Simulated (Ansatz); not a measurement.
# Ti: relaxation of cell and atoms with revPBE

Crystal: Ti.

```
Ti
1.0
     2.95000    0.00000    0.00000
    -1.47500    2.55477    0.00000
     0.00000    0.00000    4.68000
Ti
2
Cartesian
  1.4750 0.8516 3.5100
  0.0000 1.7032 1.1700
```

```
Program             : Ansatz 0.2.0
Task                : relaxation of cell and atoms
Functional          : revPBE
Potentials or basis : Ansatz PAW
Cutoff              : 420 eV (not typed: the program's choice for these potentials)
k mesh              : 10 × 10 × 6
Occupations         : fermi-dirac, width 0.05 eV
Spin                : no spin polarisation
```

The relaxed volume is 17.77 Å³/atom. The relaxed cell is a = 2.960 Å, b = 2.960 Å, c = 4.683 Å, α = 90.00°, β = 90.00°, γ = 120.00° and the space group after relaxing (to 0.05 Å) is P6_3/mmc (No. 194). The energy gained by relaxing is 0.4 meV/atom and the ionic steps are 4. The pressure after relaxing is 0.0 GPa.

The path:
```
step  energy change (eV)  largest force (eV/Å)  volume (Å³)
   1              0.0000                0.0000        35.27
   2             -0.0007                0.0000        35.54
   3             -0.0007                0.0000        35.54
   4             -0.0007                0.0000        35.54
```

Final structure:
```xyz
2
Lattice="2.9603 0.0000 0.0000 -1.4802 2.5637 0.0000 0.0000 0.0000 4.6829" Properties=species:S:1:pos:R:3 pbc="T T T"
Ti    1.4802    0.8546    3.5122
Ti    0.0000    1.7091    1.1707
```

Wall time 17 s on 2 threads of Intel(R) Xeon(R) Processor @ 2.50GHz (Skylake/Cascade Lake) (shared host), peak memory 0.36 GiB.

Caveat: the plane-wave basis is chosen anew once the cell has moved, so the energies of steps on either side of that aren't comparable; the PAW data sets come from PBE, with cores solved anew for the run's functional, which leaves a small shift of forces and pressure. Zero-point motion and thermal expansion aren't in these numbers.
